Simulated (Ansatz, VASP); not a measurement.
# Two plane-wave programs on SrO

File INCAR:

```
SYSTEM = SrO
ALGO = Fast ; EDIFF = 1E-6
ENCUT = 520 ; GGA = PE
ISIF = 2 ; ISMEAR = 0
LASPH = .TRUE. ; LCHARG = .FALSE.
LREAL = .FALSE. ; LWAVE = .FALSE.
NBANDS = 24 ; NELM = 100
PREC = Accurate ; SIGMA = 0.05
```

Contents of KPOINTS:

```
k-points
0
G
  9 9 6
  0 0 0
```

The input POSCAR:

```
SrO
1.0
    4.3959648212      0.0000000000      0.0000000000
   -2.1979824106      3.8070172093      0.0000000000
    0.0000000000      0.0000000000      4.8768269416
Sr O
2 2
Direct
    0.3333333333      0.6666666667      0.9381277000
    0.6666666667      0.3333333333      0.4381277000
    0.3333333333      0.6666666667      0.4368723000
    0.6666666667      0.3333333333      0.9368723000
```

Input for Ansatz:

```yaml
crystal:
  lattice:
    - [4.3959648212, 0.0, 0.0]
    - [-2.1979824106, 3.8070172093, 0.0]
    - [0.0, 0.0, 4.8768269416]
  atoms:
    - { symbol: Sr, position: [0.3333333333, 0.6666666667, 0.9381277] }
    - { symbol: Sr, position: [0.6666666667, 0.3333333333, 0.4381277] }
    - { symbol: O, position: [0.3333333333, 0.6666666667, 0.4368723] }
    - { symbol: O, position: [0.6666666667, 0.3333333333, 0.9368723] }
basis:
  ecutwfc: 420
kpoints:
  mp_grid: { grid: [9, 9, 6] }
hamiltonian:
  xc: pbe
scf:
  occupations: { method: gaussian, width: 0.05 }
output:
  forces: true
  stress: true
  eigenvalues: true
```

Alike in both runs: task single point; functional PBE; k mesh 9 × 9 × 6; occupations gaussian, width 0.05 eV; no spin polarisation.

```csv
,VASP,Ansatz
version,VASP 6.6.1,Ansatz 0.2.0
potentials or method,"VASP PAW PBE potentials, release 64 (Sr_sv, O)","scalar-relativistic, plane waves, PAW"
plane-wave cutoff (eV),520,420
valence electrons in the cell,32,32
```

Ansatz gave:

- gap on the k mesh at the Fermi level (eV): 2.30
- least direct gap on the mesh (eV): 2.30
- pressure (GPa): 2.5
- largest component of the traceless stress (GPa): 7.11
- rms of the force components (eV/Å): 0.020

Q: Estimate VASP's values.

A: gap on the k mesh at the Fermi level (eV): 2.27; least direct gap on the mesh (eV): 2.27; pressure (GPa): 3.0; largest component of the traceless stress (GPa): 7.53; rms of the force components (eV/Å): 0.021.

Atom by atom the forces differ by 0.001 eV/Å (rms over components).

Caveats: an odd mesh through Γ misses points on the zone boundary, where band edges often lie.
